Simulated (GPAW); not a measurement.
Here is a GPAW 26.7.0 calculation.

The input run.py:

```python
from ase import Atoms
from ase.dft.bandgap import bandgap
from ase.io import write
from ase.units import GPa
from gpaw import GPAW, PW

atoms = Atoms(['Mo', 'Mo', 'S', 'S', 'S', 'S'],
              cell=[[3.169, 0.0, 0.0],
                    [-1.5845, 2.7444345046, 0.0],
                    [0.0, 0.0, 12.324]],
              scaled_positions=[[0.6666666667, 0.3333333333, 0.75],
                                [0.3333333333, 0.6666666667, 0.25],
                                [0.6666666667, 0.3333333333, 0.377],
                                [0.3333333333, 0.6666666667, 0.877],
                                [0.6666666667, 0.3333333333, 0.123],
                                [0.3333333333, 0.6666666667, 0.623]],
              pbc=True)

calc = GPAW(mode=PW(450),
            xc='LDA',
            kpts={'size': (8, 8, 2), 'gamma': True},
            occupations={'name': 'fermi-dirac', 'width': 0.05},
            nbands=46,
            maxiter=120,
            txt='gpaw.txt')
atoms.calc = calc
energy = atoms.get_potential_energy()
forces = atoms.get_forces()
stress = atoms.get_stress()
calc.write('gs.gpw')
write('result.traj', atoms)
print(f'Energy: {energy:.6f} eV')
print('Forces (eV/A):')
print(forces.round(4))
print('Stress (GPa):', (stress / GPa).round(3))
print('Fermi level:', round(calc.get_fermi_level(), 4), 'eV')
print(f'Gap: {bandgap(calc)[0]:.4f} eV, direct: {bandgap(calc, direct=True)[0]:.4f} eV')
```

Potentials or basis: the program's PAW data sets (release 1.2.1) made for this functional, pw.

Launch:

```bash
$ OMP_NUM_THREADS=1 python run.py
```

Question: What does it give for the band gap on the k mesh?

Answer: 0.90 eV, indirect (least direct gap 1.91 eV).

Question: Predict the largest force.

Answer: 0.526 eV/Å.

Question: What does it give for the pressure?

Answer: -6.3 GPa.

Forces in eV/Å, atoms in the order of the input:
```
Mo   0.000  0.000  0.000
Mo   0.000  0.000  0.000
S    0.000  0.000 -0.526
S    0.000  0.000 -0.524
S    0.000  0.000  0.524
S    0.000  0.000  0.526
```

Caveat: the cutoff is short for stress and forces, so pressures can be off by a GPa or more.

**The experiment to reproduce.**

From “Multiwavelength excitation Raman Scattering Analysis of bulk and 2 dimensional MoS2: Vibrational properties of atomically thin MoS2 layers”, 2015, arxiv:1506.03228, for a bulk crystal of MoS2 at 300 K: band gap 1.3 eV (indirect).

Against the measured gap of MoS2, 1.3 eV (indirect; 300 K; “Multiwavelength excitation Raman Scattering Analysis of bulk and 2 dimensional MoS2: Vibrational properties of atomically thin MoS2 layers”, 2015, arxiv:1506.03228), the calculated 0.90 eV is off by -0.40 eV. Spin-orbit coupling on Mo is left out. The value is that of LDA on a finite k mesh, which can miss the band edges, without temperature or zero-point motion. Semilocal functionals fall short of measured gaps as a rule.
